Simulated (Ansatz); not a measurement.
PbS under changes of volume

One of the cells (26.664 Å³/atom); the others are scaled copies at fixed shape and fractional positions:

```
Pb S
1.0
     2.07995   -5.99130    0.00000
     2.07995    5.99130    0.00000
     0.00000    0.00000    4.27932
Pb S
2 2
Direct
  0.13056 0.86944 0.25000
  0.86944 0.13056 0.75000
  0.35480 0.64520 0.25000
  0.64520 0.35480 0.75000
```

Measurements of this composition are mostly on another form, of space group No. 225.

```yaml
Program: Ansatz 0.2.0
Functional: exchange-only PBE
Potentials_or_basis: Ansatz PAW
Cutoff: "420 eV (not typed: the program's choice for these potentials)"
k_mesh: 7 × 7 × 6
Occupations: fermi-dirac, width 0.05 eV
Spin: no spin polarisation
```

```tsv
volume (Å³/atom)	energy over the lowest point (meV/atom)	pressure (GPa)	gap on the mesh (eV)	largest force (eV/Å)
25.064	209.57	15.4	1.20	0.928
25.597	?	?	?	?
26.130	119.42	11.8	1.29	0.634
26.664	82.66	10.3	1.32	0.502
27.197	50.79	8.9	1.35	0.379
27.730	23.36	7.6	1.36	0.275
28.263	0.00	6.4	1.37	0.207
```

Q: What does the run at 25.597 Å³/atom give?

A: Energy over the lowest point 161.55 meV/atom; pressure 13.5 GPa; gap on the mesh 1.25 eV; largest force 0.776 eV/Å.

Worked out: A Birch-Murnaghan fit of order 3 (a polynomial in V^(-2/3)) to the other rows has no minimum within the range. It gives 161.54 meV/atom at 25.597 Å³/atom, against the run's 161.55, and -dE/dV = 13.5 GPa, against 13.5. A parabola through the other rows of the gap, of slope 2.17 eV per unit of ln V there, gives 1.25 eV, against the run's 1.25.

Energies are extrapolated to zero smearing.

Caveats: odd divisions of the mesh miss points on the zone boundary, where band edges often lie, so the gap on the mesh can be too wide; spin-orbit coupling is left out, which as a rule narrows the gap of such compounds by several tenths of an eV; the PAW data sets come from PBE, with cores solved anew for the run's functional, which leaves a small shift of forces and pressure.

A mesh can miss the band edges.
